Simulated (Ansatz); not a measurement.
Skutterudite CoSb3, treated with BLYP (Ansatz, an electronic-structure program, plane waves, PAW).

Settings: plane-wave cutoff 520 eV, 6×6×6 k mesh, Fermi–Dirac smearing 0.01 eV, no spin polarisation, scalar-relativistic PAW data made under PBE.

Shape and atoms are relaxed at each volume.

Pressure at four volumes; x = ln(V/25.359 Å³). One pressure is withheld.

| V (Å³/atom) | x | P (GPa) |
|---|---|---|
| 24.345 | -0.0408 | ? |
| 24.852 | -0.0202 | 1.45 |
| 25.359 | 0.0000 | 0.01 |
| 26.374 | 0.0392 | -2.40 |

Q: Pass a parabola P(x) through the three rows shown, estimate the bulk modulus and its pressure derivative near zero pressure, and predict the withheld pressure.

A: Slopes between the rows: (0.01 − (1.45))/(0.0000 − (-0.0202)) = -71.29 and (-2.40 − (0.01))/(0.0392 − (0.0000)) = -61.48 GPa. Their difference over the span 0.0594 is c = 9.81/0.0594 = 165.2 GPa, so P(x) = 1.45 + (-71.29)(x − (-0.0202)) + 165.2 (x − (-0.0202))(x − (0.0000)). At the middle row B = −dP/dx = −[-71.29 + 165.2 × 0.0202] = 68.0 GPa, and B′ = dB/dP = 2c/B = 4.9. At x = -0.0408 the parabola gives 3.06 GPa; the run gives 3.06 GPa. The Birch–Murnaghan fit to the energies at all volumes has B0 = 67.6 GPa and B′ = 4.9.

Measured, for comparison: bulk modulus 95 ± 5 GPa (room temperature, no zero-point or thermal correction, our sources range from 85.0 to 95.0; as tabulated in Alexeev et al. (2016), arXiv:1601.07731). Computed (rounded) less measured: bulk modulus -29 % (-20 % to -29 % over the range).

Note: the gap of the solid is closed in this run; this level leaves the solid without a gap, although one is measured; the bulk modulus comes from volumes at which shape and atoms were relaxed.

Spin–orbit coupling is not included; it can open a gap where bands touch, and shift volumes and moduli.
